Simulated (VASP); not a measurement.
Wanted: the native input for a VASP 6.6.1 run.

| Quantity | Value |
| --- | --- |
| Task | band structure |
| Functional | PBEsol |
| Potentials or basis | VASP PAW PBE potentials, release 64 (Ga_d, N) |
| Cutoff | 520 eV |
| k mesh | 10 × 10 × 10 |
| Occupations | gaussian, width 0.02 eV |
| Spin | non-collinear spin, zero start, spin-orbit coupling |
| Starting moments | [[0.0, 0.0, 0.0], [0.0, 0.0, 0.0]] μB |
| Further INCAR settings | ALGO = Normal; EDIFF = 1e-06 |

GaN:

```
CELL_PARAMETERS angstrom
0.00000 2.24912 2.24912
2.24912 0.00000 2.24912
2.24912 2.24912 0.00000
ATOMIC_POSITIONS crystal
Ga 0.00000 0.00000 0.00000
N 0.75000 0.75000 0.75000
```

The cell is a database's computed one.

The input as run:

POSCAR

```
GaN
1.0
    0.0000000000      2.2491150000      2.2491150000
    2.2491150000      0.0000000000      2.2491150000
    2.2491150000      2.2491150000      0.0000000000
Ga N
1 1
Direct
    0.0000000000      0.0000000000      0.0000000000
    0.7500000000      0.7500000000      0.7500000000
```

INCAR.step1

```
  ALGO = Normal
  EDIFF = 1E-6
  ENCUT = 520
  GGA = PS
  GGA_COMPAT = F
  ISIF = 2
  ISMEAR = 0
  LASPH = T
  LCHARG = T
  LORBIT = 11
  LREAL = F
  LSORBIT = T
  LWAVE = F
  MAGMOM = 0 0 0 0 0 0
  NELM = 100
  PREC = Accurate
  SIGMA = 0.02
```

KPOINTS.step1

```
k-points
0
Gamma
  10 10 10
```

INCAR.step2

```
  ALGO = Normal
  EDIFF = 1E-6
  ENCUT = 520
  GGA = PS
  GGA_COMPAT = F
  ICHARG = 11
  ISIF = 2
  ISMEAR = 0
  LASPH = T
  LCHARG = F
  LORBIT = 11
  LREAL = F
  LSORBIT = T
  LWAVE = F
  MAGMOM = 0 0 0 0 0 0
  NELM = 100
  PREC = Accurate
  SIGMA = 0.05
```

KPOINTS.step2

```
path GXWKGLUWLK,UX
10
line-mode
reciprocal
 0.0000000000  0.0000000000  0.0000000000  G
 0.5000000000  0.0000000000  0.5000000000  X

 0.5000000000  0.0000000000  0.5000000000  X
 0.5000000000  0.2500000000  0.7500000000  W

 0.5000000000  0.2500000000  0.7500000000  W
 0.3750000000  0.3750000000  0.7500000000  K

 0.3750000000  0.3750000000  0.7500000000  K
 0.0000000000  0.0000000000  0.0000000000  G

 0.0000000000  0.0000000000  0.0000000000  G
 0.5000000000  0.5000000000  0.5000000000  L

 0.5000000000  0.5000000000  0.5000000000  L
 0.6250000000  0.2500000000  0.6250000000  U

 0.6250000000  0.2500000000  0.6250000000  U
 0.5000000000  0.2500000000  0.7500000000  W

 0.5000000000  0.2500000000  0.7500000000  W
 0.5000000000  0.5000000000  0.5000000000  L

 0.5000000000  0.5000000000  0.5000000000  L
 0.3750000000  0.3750000000  0.7500000000  K

 0.6250000000  0.2500000000  0.6250000000  U
 0.5000000000  0.0000000000  0.5000000000  X
```

Potentials or basis: VASP PAW PBE potentials, release 64 (Ga_d, N).

The run is started by

```sh
$ cat potpaw_PBE.64/Ga_d/POTCAR potpaw_PBE.64/N/POTCAR > POTCAR
$ cp INCAR.step1 INCAR
$ cp KPOINTS.step1 KPOINTS
$ mpirun -np 1 vasp_ncl > vasp.out
$ cp INCAR.step2 INCAR
$ cp KPOINTS.step2 KPOINTS
$ mpirun -np 1 vasp_ncl > vasp.out
```

Results of the run:

```json
{
 "Net moment": "0.00 μB per cell"
}
```

Caveat: the log is that of the step along the path at fixed density, whose energy, stress, charges and moments have no meaning.

Run time: 71 s on 1 thread of Intel(R) Xeon(R) Platinum 8488C (Sapphire Rapids), on a shared host, peak memory 0.24 GiB.
